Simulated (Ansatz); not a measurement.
## A film clamped to a substrate in Ga2O3

Level of theory: DFT r2SCAN, scalar-relativistic, plane waves, PAW in Ansatz. Settings: plane waves to 500 eV, k-mesh 6×6×6 (Γ-centred), Gaussian smearing 0.05 eV. No spin polarisation. Energies are free energies at this smearing, counted from the undisturbed cell; pressure is positive in compression.

Zero of the scan (relaxed at this level; this form isn't the usual structure):

```yaml
crystal:
  lattice:
    - [2.49230, 1.43893, 4.48067]
    - [-2.49230, 1.43893, 4.48067]
    - [0.00000, -2.87786, 4.48067]
  atoms:
    - { symbol: Ga, position: [0.35540, 0.35540, 0.35540] }
    - { symbol: Ga, position: [0.14460, 0.14460, 0.14460] }
    - { symbol: Ga, position: [0.64460, 0.64460, 0.64460] }
    - { symbol: Ga, position: [0.85540, 0.85540, 0.85540] }
    - { symbol: O, position: [0.55363, 0.94637, 0.25000] }
    - { symbol: O, position: [0.25000, 0.55363, 0.94637] }
    - { symbol: O, position: [0.94637, 0.25000, 0.55363] }
    - { symbol: O, position: [0.44637, 0.05363, 0.75000] }
    - { symbol: O, position: [0.75000, 0.44637, 0.05363] }
    - { symbol: O, position: [0.05363, 0.75000, 0.44637] }
```

The cell (10 atoms, V0 = 96.41 Å³) is strained by p along both x and y and by q along z, fractional coordinates fixed. τp = (1/V0) ∂E/∂p = (σxx + σyy)(1 + p)(1 + q) and τq = (1/V0) ∂E/∂q = σzz(1 + p)², with tension positive.

| p | q | ΔE (meV/atom) | τp (GPa) | τq (GPa) |
| --- | --- | --- | --- | --- |
| 0.000 | 0.000 | 0.00 | 0.02 | 0.01 |
| -0.025 | 0.000 | 24.48 | -33.64 | -7.00 |
| 0.025 | 0.000 | 21.54 | 27.70 | 5.70 |
| 0.000 | -0.025 | 7.73 | -6.76 | -10.49 |
| 0.000 | 0.025 | 7.22 | 5.89 | 9.41 |

**Question.** Get the second derivatives of the energy density.

**Answer.** Central differences give A = ∂τp/∂p = 1227 GPa (C11 + C22 + 2 C12), C = ∂τq/∂q = 398 GPa (C33) and the cross term B = ∂τq/∂p = 254 GPa (C13 + C23); ∂τp/∂q = 253 GPa must equal B, and any difference shows higher-order terms. The ions are clamped.

**Question.** A film of this crystal grows with z along the normal on a substrate that imposes p. How does its thickness respond, and what does the misfit cost?

**Answer.** Count p and q from the stress-free cell. A free surface needs τq = 0, so q = −(B/C) p = -0.64 p. The energy density left is (A − B²/C) p²/2 = M p², with the biaxial modulus M = 532 GPa; a misfit of 1 % costs 3.20 meV/atom, against 3.69 meV/atom if the thickness were held.

At p = 0.050 the energies along q are 76.8 (q = -0.050), 71.8 (q = -0.025), 80.8 (q = 0.000), 102.3 (q = 0.025), 134.9 (q = 0.050) meV/atom.

**Question.** Does the linear rule hold at this misfit?

**Answer.** A parabola through the lowest point and its neighbours has its minimum at q = -0.029, 71.7 meV/atom. With the stress left in the starting cell, τp0 and τq0, linear elasticity gives q = −(τq0 + Bp)/C = -0.032 and E = V0(τp0 p + τq0 q + Ap²/2 + Bpq + Cq²/2)/N = 80.1 meV/atom. The energies differ by more than a tenth, so the quadratic law fails here: the gap holds the anharmonic part, with some error from the wide steps. Cubic terms also shift the vertex of so wide a parabola.

Forces appear on the atoms along this scan, and letting them relax would lower the energy and soften the response.

Stretching the film in its plane thins it, but by much less than constant volume would require, so tensile misfit leaves the crystal dilated. Letting the thickness adjust therefore recovers only a modest part of the elastic energy. The large value of A compared with C isn't in itself a sign of a stiffer basal plane, since A combines two in-plane directions and their coupling.

Compression costs more than equal extension along both strain paths. This is the usual asymmetry of a polar-covalent oxide: shortening Ga–O and O–O contacts meets steeply rising Pauli repulsion, while stretched bonds lose restoring force. The same softening explains why the energy at the larger tensile misfit falls below the harmonic estimate, 71.7 against 80.1 meV/atom. Under compressive misfit of that size the error would probably change sign, with the quadratic law underestimating the cost. The elastic energy alone doesn't settle whether a film stays coherent, which also depends on its thickness and the cost of misfit dislocations.
